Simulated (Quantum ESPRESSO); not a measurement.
Here is a Quantum ESPRESSO 7.5 calculation.

File pw.in:

```
&CONTROL
  calculation = 'vc-relax'
  prefix = 'pwscf'
  outdir = './tmp'
  pseudo_dir = './pseudo'
  tprnfor = .true.
  tstress = .true.
  disk_io = 'low'
  nstep = 40
  forc_conv_thr = 0.0004
  etot_conv_thr = 1d-05
/
&SYSTEM
  ibrav = 0
  nat = 3
  ntyp = 2
  ecutwfc = 56
  ecutrho = 448
  nbnd = 25
  occupations = 'smearing'
  smearing = 'fd'
  degauss = 0.00367493
/
&ELECTRONS
  conv_thr = 6d-10
  electron_maxstep = 120
  mixing_beta = 0.3
/
&IONS
  ion_dynamics = 'bfgs'
/
&CELL
  cell_dynamics = 'bfgs'
  press = 0
  press_conv_thr = 0.3
/
ATOMIC_SPECIES
Ta   180.9479 ta_pbesol_v1.uspp.F.UPF
C     12.0110 c_pbesol_v1.2.uspp.F.UPF
CELL_PARAMETERS angstrom
   3.1059000000    0.0000000000    0.0000000000
  -1.5529500000    2.6897883016    0.0000000000
   0.0000000000    0.0000000000    4.9464000000
ATOMIC_POSITIONS crystal
Ta     0.6666666667    0.3333333333    0.7479900000
Ta     0.3333333333    0.6666666667    0.2520100000
C      0.0000000000    0.0000000000    0.0000000000
K_POINTS automatic
8 8 5 0 0 0
HUBBARD {ortho-atomic}
U Ta-5d 6.0
```

Potentials or basis: GBRV 1.5 PBEsol.

Command:

```console
$ OMP_NUM_THREADS=1 mpirun -n 2 pw.x -nk 2 -in pw.in > pw.out
```

Question: What does it give for the relaxed cell?

Answer: a = 3.113 Å, b = 3.113 Å, c = 4.952 Å, α = 90.00°, β = 90.00°, γ = 120.00°.

Question: Estimate the relaxed volume.

Answer: 13.85 Å³/atom.

Final structure:
```cif
data_structure
_symmetry_space_group_name_H-M 'P 1'
_symmetry_Int_Tables_number 1
_cell_length_a 3.1132
_cell_length_b 3.1132
_cell_length_c 4.9518
_cell_angle_alpha 90.000
_cell_angle_beta 90.000
_cell_angle_gamma 120.000
_cell_volume 41.56
loop_
_atom_site_label
_atom_site_type_symbol
_atom_site_fract_x
_atom_site_fract_y
_atom_site_fract_z
_atom_site_occupancy
Ta1 Ta 0.66667 0.33333 0.74483 1
Ta2 Ta 0.33333 0.66667 0.25517 1
C1 C 0.00000 0.00000 0.00000 1
```

Caveat: U without spin polarisation on a metal has little footing; the U is typed as a test and isn't derived for this compound. The run has no spin-orbit coupling, so splittings on Ta are missing.
